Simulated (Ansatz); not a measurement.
## PBE against r2SCAN: CsCl, pressure 10 GPa

Consider CsCl in the CsCl type structure (space group Pm-3m, No. 221; a = 4.205 Å).

(Cell as relaxed with PBE.)

Levels (all Ansatz, a first-principles code, PAW): PBE (420 eV, without spin-orbit coupling); r2SCAN (500 eV, no spin-orbit coupling).

Each level relaxes its own structure.

```tsv
base	PBE	r2SCAN
volume per atom	37.18 Å³	35.49 Å³
lattice parameter a	7.947 bohr	7.824 bohr
band gap	5.01 eV	5.91 eV
```

Now apply this change: a hydrostatic pressure of 10 GPa.

| quantity | PBE | r2SCAN |
|---|---|---|
| volume per atom | 27.19 Å³ | 27.04 Å³ |
| shift of the gap caused by the change | -0.07 eV | -0.49 eV |

PBE's volume per atom lies 0.15 Å³ above r2SCAN's (0.6 %); PBE's shift of the gap caused by the change lies 0.414 eV above r2SCAN's. Neither level is exact; r2SCAN is the comparison here, not a measurement.

Load acts through the strain it causes; cell and atoms are relaxed under it. Stability against distortions was not tested. Competing high-pressure phases were not computed.
